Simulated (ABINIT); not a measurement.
# NaCl (Fm-3m) in ABINIT: single point with PBE0

Aim: the single point of NaCl with PBE0.

Everything below comes from runs of ABINIT 10.8.3 (patched build). Logs are shortened: lines on timing, memory, paths and dates and some standing lists are left out, and cuts for length are marked. The log counts tension as positive stress, the text compression.

## Step 1: The crystal as given

It takes space group Fm-3m (No. 225, cubic). The conventional cell has a = 5.588 Å, b = 5.588 Å, c = 5.588 Å, α = 90.00°, β = 90.00°, γ = 90.00°. Around Cl (site symmetry m-3m) lie 6 Na at 2.79 Å. Around Na (site symmetry m-3m) lie 6 Cl at 2.79 Å.

The cell is a database's computed one.

## Step 2: Single point, PBE0

File run.abi:

```
# Pseudopotentials
pp_dirpath "./"
pseudos "17_Cl_7_1.9_1.9_pbe_n_v1.0.psp8, 11_Na_9_1.8_2.2_pbe_v1.0.psp8"

# Structure
acell 7.4670677708 7.4670677708 7.4670677708
rprim
     0.0000000000     0.7071067812     0.7071067812
     0.7071067812     0.0000000000     0.7071067812
     0.7071067812     0.7071067812     0.0000000000
ntypat 2
znucl 17 11
natom 2
typat 1 2
xred
     0.5000000000     0.5000000000     0.5000000000
     0.0000000000     0.0000000000     0.0000000000

# Plane-wave basis
ecut 22.0

# k points
kptopt 1
ngkpt 6 6 6
nshiftk 1
shiftk 0.0 0.0 0.0

# Exchange and correlation
ixc 41

# Bands and occupations
nband 10
occopt 1

# SCF cycle
nstep 60
diemac 6.0
toldfe 1.0e-7

# Output
iomode 3
prtwf 0
prtden 0
prteig 0
prtebands 0
prtvol 2
```

Potentials or basis: SPMS NC PBE v1.0.

On the command line:

```
> mpirun --bind-to none -np 8 abinit run.abi > log 2>&1
```

run.abo:

```text
.Version 10.8.3 of ABINIT
 Symmetries : space group Fm -3 m (#225); Bravais cF (face-center cubic)
================================================================================
 Values of the parameters that define the memory need of the present run
     intxc =       0    ionmov =       0      iscf =       7    lmnmax =       6
     lnmax =       6     mgfft =      32  mpssoang =       3    mqgrid =    3001
     natom =       2  nloc_mem =       1    nspden =       1   nspinor =       1
    nsppol =       1      nsym =      48    n1xccc =    2501    ntypat =       2
    occopt =       1   xclevel =       2
       mpw =        1464          nfft =       32768          nkpt =          16
================================================================================
================================================================================

--------------------------------------------------------------------------------
------------- Echo of variables that govern the present computation ------------
--------------------------------------------------------------------------------
 -outvars: echo values of preprocessed input variables --------
            acell      7.4670677708E+00  7.4670677708E+00  7.4670677708E+00 Bohr
              amu      3.54527000E+01  2.29897680E+01
           diemac      6.00000000E+00
             ecut      2.20000000E+01 Hartree
              ixc          41
         kptrlatt        6    0    0      0    6    0      0    0    6
          kptrlen      4.48024066E+01
            natom           2
            nband          10
          nbandhf           8
            ngfft          32      32      32
             nkpt          16
           nkpthf         216
            nstep          60
             nsym          48
           ntypat           2
           prtden           0
        prtebands           0
           prteig           0
           prtvol           2
            prtwf           0
            rprim      0.0000000000E+00  7.0710678120E-01  7.0710678120E-01
                       7.0710678120E-01  0.0000000000E+00  7.0710678120E-01
                       7.0710678120E-01  7.0710678120E-01  0.0000000000E+00
          spgroup         225
           toldfe      1.00000000E-07 Hartree
            typat      1  2
          usefock           1
           xangst      2.7940632158E+00  2.7940632158E+00  2.7940632158E+00
                       0.0000000000E+00  0.0000000000E+00  0.0000000000E+00
            xcart      5.2800142564E+00  5.2800142564E+00  5.2800142564E+00
                       0.0000000000E+00  0.0000000000E+00  0.0000000000E+00
             xred      5.0000000000E-01  5.0000000000E-01  5.0000000000E-01
                       0.0000000000E+00  0.0000000000E+00  0.0000000000E+00
            znucl       17.00000   11.00000

================================================================================

 chkinp: Checking input parameters for consistency.

[... 186 lines left out ...]
  -2.03964   -0.92127   -0.92096   -0.92096   -0.60895   -0.12475   -0.10354   -0.10354
   0.19962    0.36036
 kpt#   3, nband= 10, wtk=  0.03704, kpt=  0.3333  0.0000  0.0000 (reduced coord)
  -2.03963   -0.92191   -0.92099   -0.92099   -0.60162   -0.16355   -0.10924   -0.10924
   0.24062    0.35791
 kpt#   4, nband= 10, wtk=  0.01852, kpt=  0.5000  0.0000  0.0000 (reduced coord)
  -2.03962   -0.92223   -0.92101   -0.92101   -0.59776   -0.18021   -0.11195   -0.11195
   0.24642    0.38582
 kpt#   5, nband= 10, wtk=  0.02778, kpt=  0.1667  0.1667  0.0000 (reduced coord)
  -2.03964   -0.92123   -0.92103   -0.92103   -0.60794   -0.12553   -0.10741   -0.10741
   0.21022    0.34123
 kpt#   6, nband= 10, wtk=  0.11111, kpt=  0.3333  0.1667  0.0000 (reduced coord)
  -2.03962   -0.92167   -0.92109   -0.92107   -0.60221   -0.15281   -0.11492   -0.11336
[... 16 lines left out ...]
 kpt#  12, nband= 10, wtk=  0.05556, kpt= -0.3333  0.3333  0.0000 (reduced coord)
  -2.03961   -0.92173   -0.92155   -0.92112   -0.59572   -0.15544   -0.15146   -0.11857
   0.29571    0.33173
 kpt#  13, nband= 10, wtk=  0.01389, kpt=  0.5000  0.5000  0.0000 (reduced coord)
  -2.03960   -0.92180   -0.92128   -0.92128   -0.59578   -0.16957   -0.12549   -0.12549
   0.26040    0.27071
 kpt#  14, nband= 10, wtk=  0.11111, kpt=  0.5000  0.3333  0.1667 (reduced coord)
  -2.03962   -0.92178   -0.92131   -0.92112   -0.59791   -0.16077   -0.13149   -0.11839
   0.29458    0.31639
 kpt#  15, nband= 10, wtk=  0.11111, kpt= -0.3333  0.3333  0.1667 (reduced coord)
  -2.03961   -0.92181   -0.92141   -0.92119   -0.59571   -0.16143   -0.14140   -0.12287
   0.30984    0.32382
 kpt#  16, nband= 10, wtk=  0.05556, kpt= -0.3333  0.5000  0.1667 (reduced coord)
  -2.03961   -0.92167   -0.92141   -0.92135   -0.59521   -0.16018   -0.13842   -0.13029
   0.29408    0.30467
 Total charge density [el/Bohr^3]
)     Maximum=    1.6039E+00  at reduced coord.    0.0625    0.9688    0.9688
)Next maximum=    1.6039E+00  at reduced coord.    0.0000    0.9688    0.9688
)     Minimum=    1.9405E-03  at reduced coord.    0.2500    0.2500    0.2500
)Next minimum=    1.9405E-03  at reduced coord.    0.7500    0.7500    0.7500
   Integrated=    1.6000E+01

--- !EnergyTerms
iteration_state     : {dtset: 1, }
comment             : Components of total free energy in Hartree
kinetic             :  2.60329903890742E+01
hartree             :  1.65499103723848E+01
xc                  : -8.51872733274194E+00
Ewald energy        : -3.47223689895781E+01
psp_core            :  1.70620564056295E+00
local_psp           : -4.72062869138534E+01
non_local_psp+x     : -1.21540516699329E+01
total_energy        : -5.83123285040845E+01
...

--- !EnergyTermsDC
iteration_state     : {dtset: 1, }
comment             : '"Double-counting" decomposition of free energy'
band_energy         : -1.16098192284299E+01
Ewald energy        : -3.47223689895781E+01
psp_core            :  1.70620564056295E+00
xc_dc               : -1.36861168275912E+01
total_energy_dc     : -5.83120994050364E+01
...

 Cartesian components of stress tensor (hartree/bohr^3)
  sigma(1 1)= -3.72694358E-05  sigma(3 2)=  0.00000000E+00
  sigma(2 2)= -3.72694358E-05  sigma(3 1)=  0.00000000E+00
  sigma(3 3)= -3.72694358E-05  sigma(2 1)=  0.00000000E+00

-Cartesian components of stress tensor (GPa)         [Pressure=  1.0965E+00 GPa]
- sigma(1 1)= -1.09650466E+00  sigma(3 2)=  0.00000000E+00
- sigma(2 2)= -1.09650466E+00  sigma(3 1)=  0.00000000E+00
- sigma(3 3)= -1.09650466E+00  sigma(2 1)=  0.00000000E+00

== END DATASET(S) ==============================================================
================================================================================

 -outvars: echo values of variables after computation  --------
            acell      7.4670677708E+00  7.4670677708E+00  7.4670677708E+00 Bohr
           etotal     -5.8312328504E+01
            fcart     -0.0000000000E+00 -0.0000000000E+00 -0.0000000000E+00
                      -0.0000000000E+00 -0.0000000000E+00 -0.0000000000E+00
            rprim      0.0000000000E+00  7.0710678120E-01  7.0710678120E-01
                       7.0710678120E-01  0.0000000000E+00  7.0710678120E-01
                       7.0710678120E-01  7.0710678120E-01  0.0000000000E+00
           strten     -3.7269435826E-05 -3.7269435826E-05 -3.7269435826E-05
                       0.0000000000E+00  0.0000000000E+00  0.0000000000E+00
           xangst      2.7940632158E+00  2.7940632158E+00  2.7940632158E+00
                       0.0000000000E+00  0.0000000000E+00  0.0000000000E+00
             xred      5.0000000000E-01  5.0000000000E-01  5.0000000000E-01
                       0.0000000000E+00  0.0000000000E+00  0.0000000000E+00
 Calculation completed.
```

Run time: 17 min. Hardware: 8 MPI ranks of Intel Xeon 6975P-C (Granite Rapids), shared host; peak memory 0.88 GiB.

Results:

```yaml
Free_energy: -1586.7593 eV
Pressure: 1.1 GPa
Band_gap_on_the_k_mesh: 7.31 eV, direct
Valence_electrons_inside_the_program's_atomic_spheres: Cl 5.14; Na 7.94
```

Caveat: the potentials were made for another functional, which shifts forces and pressure.
